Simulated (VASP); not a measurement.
# H21O10F in VASP: further runs

The runs below take H21O10F through single point, with LDA.

Everything below comes from runs of VASP 6.6.1. Logs are shortened: lines on timing, memory, paths and dates and some standing lists are left out, and cuts for length are marked.

## (1) The structure

The cell holds a amorphous, 32 atoms: a = 7.572 Å, b = 7.572 Å, c = 7.572 Å, α = 90.00°, β = 90.00°, γ = 90.00°.

The cell was built by a generator and needn't be a form met in nature.

## (2) Single point, LDA

Input file INCAR:

```
SYSTEM = H21O10F
PREC = Accurate ; ENCUT = 520
EDIFF = 1E-6 ; ISMEAR = -1
SIGMA = 0.02 ; LREAL = Auto
LASPH = .TRUE. ; NELM = 100
ALGO = Fast ; ISIF = 2
LWAVE = .FALSE. ; LCHARG = .FALSE.
GGA = CA ; NBANDS = 66
```

Input file KPOINTS:

```
regular mesh
0
G
  1 1 1
  0 0 0
```

Input file POSCAR:

```
H21O10F
1.0
    7.5723370000      0.0000000000      0.0000000000
    0.0000000000      7.5723370000      0.0000000000
    0.0000000000      0.0000000000      7.5723370000
O H F
10 21 1
Direct
    0.4037194858      0.1210062363      0.4180743673
    0.7735260594      0.2576351264      0.9000920059
    0.3112645409      0.8248840483      0.3294095337
    0.2546373728      0.4473123687      0.8722274246
    0.9951089076      0.5249106055      0.3835539808
    1.0223263967      1.0075885423      0.4959895472
    0.3592682153      0.2075317039      1.0998189859
    0.6451244840      0.7042607850      0.3501032772
    0.9519518215      0.5222297951      0.0463133112
    0.0537878861      0.3020996028      0.6615923195
    0.3445963908      0.0010828889      0.4131221313
    0.3912926749      0.1808820711      0.2991546731
    0.8346564607      0.2454196109      0.7973892340
    0.6689348348      0.1741206182      0.8990091170
    0.2437688655      0.7878149110      0.2316854097
    0.4387416989      0.7664476634      0.3257514820
    0.3790375415      0.4664213967      0.8490113422
    0.1732226128      0.3788130401      0.7835757970
    0.9627542990      0.6371744945      0.4377116338
    0.9687762180      0.5067127889      0.2534092183
    0.9131394971      1.0575863171      0.4376984278
    1.1119288537      0.9747981370      0.4196987007
    0.3001847382      0.1039045146      1.0638855614
    0.3049124729      0.2987452883      1.0217981582
    0.6942506653      0.5939513786      0.3767000861
    0.6929960988      0.8117177035      0.4042873422
    1.0703696890      0.5176605320      0.0013734201
    0.9016899274      0.4266978609     -0.0213540417
   -0.0041598783      0.3851651082      0.5701278218
    0.0619623770      0.1730245233      0.6080421408
    0.5648850546      1.1053654902      0.4219173024
    0.6956108794      1.0420032812      0.4342780835
```

Potentials or basis: VASP PAW LDA potentials, release 64 (O, H, F).

The run is started by

```console
cat potpaw_LDA.64/O/POTCAR potpaw_LDA.64/H/POTCAR potpaw_LDA.64/F/POTCAR > POTCAR
mpirun -np 1 vasp_gam > vasp.out
```

OUTCAR:

```text
SYSTEM = H21O10F
   PREC = Accurate
   ENCUT = 520
   EDIFF = 1E-6
   ISMEAR = -1
   LREAL = Auto
   LASPH = .TRUE.
   NELM = 100
   ISIF = 2
   GGA = CA

 ion  position               nearest neighbor table
   1  0.404  0.121  0.418-  12 1.01  11 1.01  31 1.23
   2  0.774  0.258  0.900-  13 0.91  14 1.01
   3  0.311  0.825  0.329-  15 0.94  16 1.06
   4  0.255  0.447  0.872-  17 0.97  18 1.05
   5  0.995  0.525  0.384-  19 0.98  20 1.01
   6  0.022  0.008  0.496-  22 0.93  21 1.01
   7  0.359  0.208  0.100-  23 0.94  24 1.00
   8  0.645  0.704  0.350-  25 0.94  26 0.98
   9  0.952  0.522  0.046-  27 0.96  28 0.96
  10  0.054  0.302  0.662-  29 1.03  30 1.06  18 1.42
  11  0.345  0.001  0.413-   1 1.01
  12  0.391  0.181  0.299-   1 1.01
  13  0.835  0.245  0.797-   2 0.91
  14  0.669  0.174  0.899-   2 1.01
  15  0.244  0.788  0.232-   3 0.94
  16  0.439  0.766  0.326-   3 1.06
  17  0.379  0.466  0.849-   4 0.97
  18  0.173  0.379  0.784-   4 1.05  10 1.42
  19  0.963  0.637  0.438-   5 0.98
  20  0.969  0.507  0.253-   5 1.01
  21  0.913  0.058  0.438-   6 1.01
  22  0.112  0.975  0.420-   6 0.93
  23  0.300  0.104  0.064-   7 0.94
  24  0.305  0.299  0.022-   7 1.00
  25  0.694  0.594  0.377-   8 0.94
  26  0.693  0.812  0.404-   8 0.98
  27  0.070  0.518  0.001-   9 0.96
  28  0.902  0.427  0.979-   9 0.96
  29  0.996  0.385  0.570-  10 1.03
  30  0.062  0.173  0.608-  10 1.06
  31  0.565  0.105  0.422-  32 1.10   1 1.23
  32  0.696  0.042  0.434-  31 1.10

  LATTYP: Found a simple cubic cell.
 ALAT       =     7.5723370000

  Lattice vectors:

 A1 = (   7.5723370000,   0.0000000000,   0.0000000000)
 A2 = (   0.0000000000,   7.5723370000,   0.0000000000)
 A3 = (   0.0000000000,   0.0000000000,   7.5723370000)

Analysis of symmetry for initial positions (statically):
=====================================================================
 Subroutine PRICEL returns:
 Original cell was already a primitive cell.

 Routine SETGRP: Setting up the symmetry group for a
 simple cubic supercell.

 Subroutine GETGRP returns: Found  1 space group operations
 (whereof  1 operations were pure point group operations)
 out of a pool of 48 trial point group operations.

The static configuration has the point symmetry C_1 .

Analysis of symmetry for dynamics (positions and initial velocities):
=====================================================================
 Subroutine PRICEL returns:
 Original cell was already a primitive cell.

 Routine SETGRP: Setting up the symmetry group for a
 simple cubic supercell.

 Subroutine GETGRP returns: Found  1 space group operations
 (whereof  1 operations were pure point group operations)
 out of a pool of 48 trial point group operations.

The dynamic configuration has the point symmetry C_1 .

 Subroutine INISYM returns: Found  1 space group operations
 (whereof  1 operations are pure point group operations),
 and found     1 'primitive' translations

----------------------------------------------------------------------------------------

                                     Primitive cell

  volume of cell :     434.2000

  direct lattice vectors                    reciprocal lattice vectors
     7.572337000  0.000000000  0.000000000     0.132059627  0.000000000  0.000000000
     0.000000000  7.572337000  0.000000000     0.000000000  0.132059627  0.000000000
     0.000000000  0.000000000  7.572337000     0.000000000  0.000000000  0.132059627

  length of vectors
     7.572337000  7.572337000  7.572337000     0.132059627  0.132059627  0.132059627

  position of ions in fractional coordinates (direct lattice)
     0.403719486  0.121006236  0.418074367
     0.773526059  0.257635126  0.900092006
     0.311264541  0.824884048  0.329409534
     0.254637373  0.447312369  0.872227425
     0.995108908  0.524910605  0.383553981
     0.022326397  0.007588542  0.495989547
[... 24 lines left out ...]
     0.564885055  0.105365490  0.421917302
     0.695610879  0.042003281  0.434278083

  ion indices of the primitive-cell ions
   primitive index   ion index
                 1           1
                 2           2
                 3           3
                 4           4
                 5           5
                 6           6
[... 24 lines left out ...]
                31          31
                32          32

----------------------------------------------------------------------------------------

 KPOINTS: regular mesh

Automatic generation of k-mesh.
 Grid dimensions read from file:
 generate k-points for:    1    1    1

 Generating k-lattice:

  Cartesian coordinates                     Fractional coordinates (reciprocal lattice)
     0.132059627  0.000000000  0.000000000     1.000000000  0.000000000  0.000000000
     0.000000000  0.132059627  0.000000000     0.000000000  1.000000000  0.000000000
     0.000000000  0.000000000  0.132059627     0.000000000  0.000000000  1.000000000

  Length of vectors
     0.132059627  0.132059627  0.132059627

  Shift w.r.t. Gamma in fractional coordinates (k-lattice)
     0.000000000  0.000000000  0.000000000

 Subroutine IBZKPT returns following result:
 ===========================================

 Found      1 irreducible k-points:

 Following reciprocal coordinates:
            Coordinates               Weight
  0.000000  0.000000  0.000000      1.000000
   k-points           NKPTS =      1   k-points in BZ     NKDIM =      1   number of bands    NBANDS=     66
   number of dos      NEDOS =    301   number of ions     NIONS =     32
   total plane-waves  NPLWV = 175616
   dimension x,y,z NGX =    56 NGY =   56 NGZ =   56
   dimension x,y,z NGXF=   112 NGYF=  112 NGZF=  112
   ions per type =              10  21   1
   NGX,Y,Z   is equivalent  to a cutoff of  12.29, 12.29, 12.29 a.u.
   NGXF,Y,Z  is equivalent  to a cutoff of  24.59, 24.59, 24.59 a.u.
 SYSTEM =  H21O10F
   PREC   = accura    normal or accurate (medium, high low for compatibility)
   ISTART =      0    job   : 0-new  1-cont  2-samecut
   ICHARG =      2    charge: 1-file 2-atom 10-const
   ISPIN  =      1    spin polarized calculation?
   LNONCOLLINEAR =      F non collinear calculations
   LSORBIT =      F    spin-orbit coupling
   LASPH  =      T    aspherical Exc in radial PAW
   ENCUT  =  520.0 eV  38.22 Ry    6.18 a.u.  14.08 14.08 14.08*2*pi/ulx,y,z
   NELM   =    100;   NELMIN=  2; NELMDL= -5     # of ELM steps
   EDIFF  = 0.1E-05   stopping-criterion for ELM
   LREAL  =      T    real-space projection
   EDIFFG = 0.1E-04   stopping-criterion for IOM
   NSW    =      0    number of steps for IOM
   IBRION =     -1    ionic relax: 0-MD 1-quasi-New 2-CG
   NFREE  =      0    steps in history (QN), initial steepest desc. (CG)
   ISIF   =      2    stress and relaxation
   ISYM   =      2    0-nonsym 1-usesym 2-fastsym
   POTIM  = 0.5000    time-step for ionic-motion
   TEBEG  =    0.0;   TEEND  =   0.0 temperature during run
   PSTRESS=    0.0 pullay stress
   NELECT =      88.0000    total number of electrons
   NUPDOWN=      -1.0000    fix difference up-down
   EMIN   =  10.00;   EMAX   =-10.00  energy-range for DOS
   EFERMI =   0.00;   METHOD = LEGACY
   ISMEAR =    -1;   SIGMA  =   0.02  broadening in eV -4-tet -1-fermi 0-gaus
   EFERMI_NEDOS =   21; number of points for ismear=-14 and -15
   IALGO  =     68    algorithm
   IMIX   =      4    mixing-type and parameters
     AMIX     =   0.40;   BMIX     =  1.00
     AMIX_MAG =   1.60;   BMIX_MAG =  1.00
  volume/ion in A,a.u.               =      13.57        91.57
  Fermi-wavevector in a.u.,A,eV,Ry     =   0.961625  1.817208 12.581618  0.924723
  Thomas-Fermi vector in A             =   2.091013
   LORBIT       =      0    0 simple, 1 ext, 2 COOP (PROOUT), +10 PAW based schemes
   GGA     = CA    functional components
   LHFCALC =     F    Hartree Fock is set to
   AEXX    =    0.0000 exact exchange contribution
   IVDW    =     0    specifies the selected vdW correction
   LEPSILON=     F    determine dielectric tensor
   LRPA    =     F    only Hartree local field effects (RPA)
 non-spin polarized calculation
 RMM-DIIS sequential band-by-band and
  energy-cutoff  :      520.00
  volume of cell :      434.20
 maximum number of plane-waves:      5877
   NGX = 29   NGY = 29   NGZ = 29

 number of electron      87.9999996 magnetization

 Free energy of the ion-electron system (eV)
  ---------------------------------------------------
  ext. energy  EPLUGINS =         0.00000000
  ---------------------------------------------------
  free energy    TOTEN  =      -162.94854362 eV

  energy without entropy =     -162.94854362  energy(sigma->0) =     -162.94854362

 E-fermi :  -4.3061     XC(G=0):  -5.9246

 val. band max:       -4.7891331830   @ k =   0.0000   0.0000   0.0000
 cond. band min:      -0.1523948889   @ k =   0.0000   0.0000   0.0000
 fundamental gap:      4.6367382942
 Fermi energy:        -4.3061052467

 k-point     1 :       0.0000    0.0000    0.0000
  band No.  band energies     occupation
      1     -25.8670      2.00000
      2     -23.7153      2.00000
      3     -23.4487      2.00000
      4     -23.2995      2.00000
      5     -23.1759      2.00000
      6     -23.0546      2.00000
[... 48 lines left out ...]
     55       4.4535      0.00000
     56       4.8402      0.00000
 [bands above 56 left out]

------------------------ aborting loop because EDIFF is reached ----------------------------------------

  FORCE on cell =-STRESS in cart. coord.  units (eV):
  Direction    XX          YY          ZZ          XY          YZ          ZX
  --------------------------------------------------------------------------------------
  -------------------------------------------------------------------------------------
  Total        1.5642472      1.6978886      5.1097280      0.5582961      1.9876176     -1.4121164
  in kB        5.7719978      6.2651285     18.8546539      2.0600860      7.3342148     -5.2106427
  external PRESSURE =      10.2972601 kB  Pullay stress =       0.0000000 kB

 VOLUME and BASIS-vectors are now :
 -----------------------------------------------------------------------------
  energy-cutoff  :      520.00
  volume of cell :      434.20
      direct lattice vectors                 reciprocal lattice vectors
     7.572337000  0.000000000  0.000000000     0.132059627  0.000000000  0.000000000
     0.000000000  7.572337000  0.000000000     0.000000000  0.132059627  0.000000000
     0.000000000  0.000000000  7.572337000     0.000000000  0.000000000  0.132059627

 POSITION                                       TOTAL-FORCE (eV/Angst)
 -----------------------------------------------------------------------------------
      3.05710      0.91630      3.16580         0.566854      1.400806      0.692668
      5.85740      1.95090      6.81580        -3.593968     -0.542922      3.664960
      2.35700      6.24630      2.49440         1.882907     -0.363351      1.257799
      1.92820      3.38720      6.60480        -0.341388     -0.021459      1.482662
      7.53530      3.97480      2.90440        -0.059357     -0.776649      1.262826
      0.16906      0.05746      3.75580        -2.568830      1.135685      2.157396
[... 24 lines left out ...]
      4.27750      0.79786      3.19490        -0.915650     -0.716080      0.397914
      5.26740      0.31806      3.28850         1.164457     -0.160300     -0.028763
 -----------------------------------------------------------------------------------
    total drift:                                0.011831     -0.004224      0.006648

  FREE ENERGIE OF THE ION-ELECTRON SYSTEM (eV)
  ---------------------------------------------------
  free  energy   TOTEN  =      -162.9485436217 eV

  energy  without entropy=     -162.9485436217  energy(sigma->0) =     -162.94854362
```

It took 37 s on 1 thread of Intel Xeon 6975P-C (Granite Rapids), shared host; peak memory 0.3 GiB.

Results:

```
Free energy            : -162.9485 eV
Pressure               : 1.0 GPa
Largest force          : 5.162 eV/Å
Band gap on the k mesh : 4.64 eV, direct
```

Forces in eV/Å, atoms in the order of the input:
```
O    0.567  1.401  0.693
O   -3.594 -0.543  3.665
O    1.883 -0.363  1.258
O   -0.341 -0.021  1.483
O   -0.059 -0.777  1.263
O   -2.569  1.136  2.157
O    0.873  0.848  0.431
O   -2.209  1.971 -1.109
O   -0.325  0.699  1.054
O   -1.060 -0.394 -0.421
H    0.593  0.164 -0.667
H   -0.656 -0.145 -0.276
H    2.477 -0.569 -4.011
H    1.288  1.129  0.156
H   -0.906 -0.823 -1.335
H   -0.934  0.216  0.109
H   -0.010 -0.046 -0.681
H    0.500  0.014 -0.922
H    0.066  0.206 -0.675
H   -0.238  0.699 -0.358
H    0.267 -0.659  0.104
H    1.980 -0.853 -2.045
H   -0.686 -1.716 -0.350
H   -0.145  0.967 -0.370
H    1.212 -1.609  0.697
H    0.433  0.280  0.294
H    1.812  0.367 -0.454
H   -1.479 -1.077 -0.201
H    1.095 -0.704  0.139
H   -0.085  1.080  0.005
H   -0.916 -0.716  0.398
F    1.164 -0.160 -0.029
```

LDA gaps usually lie below the measured ones, often by a third to a half.

## (3) Single point, LDA

Input file INCAR:

```
SYSTEM = H21O10F
  ALGO = Fast
  EDIFF = 1E-6
  ENCUT = 520
  GGA = CA
  ISIF = 2
  ISMEAR = -1
  LASPH = .True.
  LCHARG = .False.
  LREAL = Auto
  LWAVE = .False.
  NBANDS = 66
  NELM = 100
  PREC = Accurate
  SIGMA = 0.02
```

Input file KPOINTS:

```
k-points
0
Gamma
  1 1 1
  0 0 0
```

Input file POSCAR:

```
H21O10F
1.0
    7.5723370000      0.0000000000      0.0000000000
    0.0000000000      7.5723370000      0.0000000000
    0.0000000000      0.0000000000      7.5723370000
O H F
10 21 1
Direct
    0.4293522594      0.1646255311      0.4344893789
    0.8184131266      0.2407975239      0.9070779602
    0.2981378140      0.7833909135      0.3716422024
    0.2327022688      0.4372758370      0.8949152686
    0.9605224913      0.4853455413      0.3630187088
    1.0317950720      0.9847026090      0.5386976306
    0.3475545264      0.2247522793      1.1218993555
    0.6272171986      0.7157763845      0.3098911208
    0.9373460267      0.5325436520      0.0344411507
    0.0473565823      0.3017166299      0.6538668313
    0.3573137329      0.0694369519      0.4649555349
    0.3920454148      0.2027247335      0.3061538334
    0.9064836919      0.2651229072      0.7929388246
    0.8803358857      0.2035567091      1.0108768271
    0.2849714692      0.8368882684      0.2522602996
    0.4304879722      0.7447238547      0.3662409637
    0.3565874049      0.4510760681      0.8453929084
    0.1581414034      0.3655014297      0.7879205587
    1.0459518640      0.5857108578      0.3473168191
    0.9359329887      0.4753354215      0.2240523632
    0.9106567761      0.9684196570      0.4891092406
    1.1106082574      0.9397627179      0.4517231602
    0.3127832266      0.1089756042      1.0702112175
    0.2807587671      0.3113041588      1.0362983053
    0.7001273187      0.6081345825      0.3235989101
    0.6909095567      0.8241048965      0.3492713016
    1.0596860652      0.5274857683     -0.0044372035
    0.8706162972      0.4419507478     -0.0321169013
   -0.0064048919      0.3746267500      0.5580311600
    0.0487828262      0.1634105825      0.6101286829
    0.5791739063      1.1157189650      0.4400226773
    0.7095431701      1.0209133587      0.4285070778
```

Potentials or basis: VASP PAW LDA potentials, release 64 (O, H, F).

The run is started by

```console
cat potpaw_LDA.64/O/POTCAR potpaw_LDA.64/H/POTCAR potpaw_LDA.64/F/POTCAR > POTCAR
mpirun -np 1 vasp_gam > vasp.out
```

It took 34 s on 1 thread of Intel Xeon 6975P-C (Granite Rapids), shared host; peak memory 0.3 GiB.

It converged, with:

| Item | Value |
| --- | --- |
| Free energy | -163.4238 eV |
| Pressure | -1.3 GPa |
| Largest force | 3.226 eV/Å |
| Band gap on the k mesh | 4.15 eV, direct |

Forces on the atoms (eV/Å):
```
O    2.222  2.282 -0.512
O    0.193  0.976 -2.488
O   -0.031  0.777 -0.908
O    1.020 -1.010 -1.561
O    0.276  0.811 -0.935
O   -1.052  0.758  1.033
O   -0.795 -1.070 -0.524
O   -0.352 -0.451 -0.011
O   -0.659  0.814  1.133
O   -0.258 -1.716  0.634
H   -1.422 -2.355  0.770
H    0.016  0.109 -0.249
H   -0.884 -0.619  1.840
H    0.642 -0.526  0.456
H    0.084 -0.550  0.609
H   -0.150 -0.040 -0.042
H   -1.449  0.068  0.555
H    0.528  0.983  0.470
H   -0.303 -0.627  0.802
H    0.082  0.059  0.638
H   -0.429  0.578  0.265
H    1.491 -0.984 -0.791
H    0.540  0.618  0.432
H    0.410  0.351  0.288
H    0.143  0.560  0.130
H   -0.122  0.015  0.121
H    0.797 -0.063 -0.501
H   -0.409 -0.641 -0.363
H    0.218  0.419 -0.863
H    0.024  0.866 -0.214
H   -0.340 -0.757 -0.275
F   -0.032  0.364  0.059
```

Stress tensor (GPa, compression positive):
```
-1.39  0.19 -0.14
 0.19 -1.05  0.05
-0.14  0.05 -1.35
```

Levels at points of the mesh, in eV from the valence-band top:
```
           k point  band 40  band 41  band 42  band 43  band 44  band 45  band 46  band 47  band 48  band 49
(0.00, 0.00, 0.00)    -0.86    -0.49    -0.41    -0.28     0.00     4.15     6.27     6.60     6.97     7.36
```
